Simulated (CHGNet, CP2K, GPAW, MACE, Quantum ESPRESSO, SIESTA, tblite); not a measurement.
# Twisted Ti2CO2 MXene bilayer, 21.79° (70 atoms): atom by atom

The starting structure: Ti2CO2 MXene (a = 3.03 Å) under Ti2CO2 MXene (a = 3.03 Å), bilayer, commensurate cell of 7 unit cells a layer, twist 21.79 deg; facing planes 2.75 Å apart; 12 Å of vacuum; layers as built, displaced by a Gaussian of 0.01 Å. Then every atom was moved at random, 0.06 Å r.m.s. a Cartesian component.

Calculated values (Quantum ESPRESSO 7.5, Kohn-Sham DFT, PBE, SSSP efficiency 1.3.0 pseudopotentials, plane waves; sssp-1.3.0-efficiency; 60/480 Ry; levels smeared at 580 K; Γ point) for the built cell with every atom moved at random.

Extended XYZ; positions in Å, forces in eV/Å:

```xyz
70
Lattice="8.017 0.000 0.000 -4.008 6.943 0.000 0.000 0.000 23.630" Properties=species:S:1:pos:R:3:forces:R:3 pbc="T T T"
C 0.052 0.039 8.209 -0.776 -1.002 1.012
Ti 0.588 1.663 9.563 -0.586 -0.403 -1.044
Ti 1.643 0.308 6.857 0.142 0.119 -0.192
O 1.676 0.305 10.428 0.710 0.484 0.534
O 0.572 1.648 6.079 0.174 0.415 -0.574
C -0.550 3.064 8.167 0.303 -1.244 0.874
Ti 0.015 4.614 9.453 -1.386 0.834 0.186
Ti 1.298 3.353 6.895 -2.777 -1.503 -0.015
O 1.105 3.344 10.426 1.129 -0.568 0.294
O 0.051 4.554 6.009 0.194 0.817 -0.528
C -1.106 5.986 8.188 0.572 -0.060 -0.141
Ti 3.373 0.651 9.598 0.065 -1.275 -0.711
Ti 0.627 6.334 6.886 -2.940 -1.006 0.274
O 0.559 6.216 10.517 0.411 0.864 -1.147
O 3.397 0.794 5.972 1.153 -0.700 0.428
C 2.308 1.918 8.145 0.829 1.362 2.247
Ti 2.817 3.608 9.558 0.150 -0.750 -0.224
Ti 4.096 2.365 6.929 -0.812 -1.571 -0.044
O 4.107 2.299 10.386 -1.046 0.247 0.442
O 2.992 3.631 6.063 -0.116 0.403 -0.974
C 1.728 4.933 8.197 1.051 0.610 0.238
Ti 2.301 6.656 9.496 -0.717 -0.405 0.844
Ti 3.407 5.215 7.034 1.204 1.741 0.026
O 3.399 5.290 10.454 0.038 -0.152 0.331
O 2.237 6.570 6.015 1.135 0.086 -0.483
C 5.228 1.002 8.253 -0.276 -0.291 -0.443
Ti 5.818 2.585 9.512 -0.265 1.150 0.523
Ti 6.728 1.256 6.960 2.257 1.109 -0.866
O 6.873 1.294 10.537 0.475 -0.072 -0.840
O 5.786 2.561 5.902 -0.425 0.583 1.007
C 4.749 3.973 8.380 -1.883 -0.210 -2.454
Ti -2.963 5.529 9.605 1.283 0.175 -0.292
Ti -1.685 4.317 6.894 0.927 0.323 0.300
O -1.620 4.299 10.437 -0.590 0.071 0.187
O -2.931 5.612 5.991 0.403 -0.189 0.165
C -1.742 4.904 15.450 0.883 0.789 -1.143
Ti -0.597 6.456 16.722 -1.256 -1.288 0.503
Ti 0.089 4.694 14.113 -0.288 -0.508 1.250
O -0.001 4.533 17.593 0.362 0.861 0.032
O -0.543 6.320 13.269 -0.278 -0.726 -2.211
C -3.996 6.925 15.436 0.039 0.687 0.001
Ti 1.097 1.460 16.766 0.748 -1.835 -0.735
Ti -2.224 6.534 14.067 -2.369 1.305 1.488
O -2.230 6.637 17.692 0.320 0.080 -0.669
O 1.190 1.285 13.113 -0.119 0.540 1.394
C 0.615 2.946 15.454 -0.169 0.542 -1.035
Ti 1.683 4.349 16.763 0.210 0.266 0.299
Ti 2.229 2.626 14.149 0.334 -0.338 -0.620
O 2.254 2.660 17.610 0.391 0.503 0.748
O 1.723 4.334 13.223 0.319 -0.853 -0.908
C 1.191 5.997 15.276 -0.333 -0.157 2.395
Ti 6.279 0.403 16.774 1.252 -1.495 -1.404
Ti 2.946 5.554 14.053 -0.765 1.371 1.339
O 2.969 5.579 17.665 -1.459 0.508 0.119
O 6.357 0.375 13.286 -0.201 0.323 -0.491
C 2.876 1.002 15.438 0.198 -0.192 -0.238
Ti 4.033 2.346 16.632 -1.167 0.730 0.562
Ti 4.526 0.593 14.105 1.496 1.688 0.530
O 4.643 0.670 17.635 -0.635 -0.153 0.751
O 4.003 2.350 13.242 0.114 0.015 -0.027
C 3.403 4.039 15.459 0.561 -1.294 -0.692
Ti 4.597 5.226 16.737 -0.123 1.868 -0.300
Ti 5.192 3.630 14.128 -0.407 0.024 0.016
O 5.187 3.675 17.603 -0.148 -0.939 1.057
O 4.591 5.303 13.205 0.859 -0.393 -0.839
C 5.620 2.043 15.484 2.022 -0.585 -1.083
Ti -1.192 3.231 16.690 0.005 2.839 0.047
Ti -0.628 1.764 14.138 0.936 -2.042 -0.764
O -0.548 1.740 17.613 -0.616 -1.224 1.484
O -1.074 3.392 13.191 -0.723 -0.907 0.200
```

The functional has no dispersion term, which matters for the binding between molecules or layers. The main run has no spin polarisation, so any moments at edges, vacancies or dangling bonds can't form in it. Only the Γ point is sampled, in a cell whose shortest periodic width is 7 Å.

The r.m.s. force component is 0.941 eV/Å; the longest force, 3.16 eV/Å, acts on Ti8.

[Logs are printed without paths, hosts, clocks, repeated set-up lines and the standing remarks that a program may print on its own settings, such as how far it seeks lower states.]

[Hosts, paths, dates, database ids (printed as entryN), source tags and the programs' standing remarks are cut or masked in the printed files.]
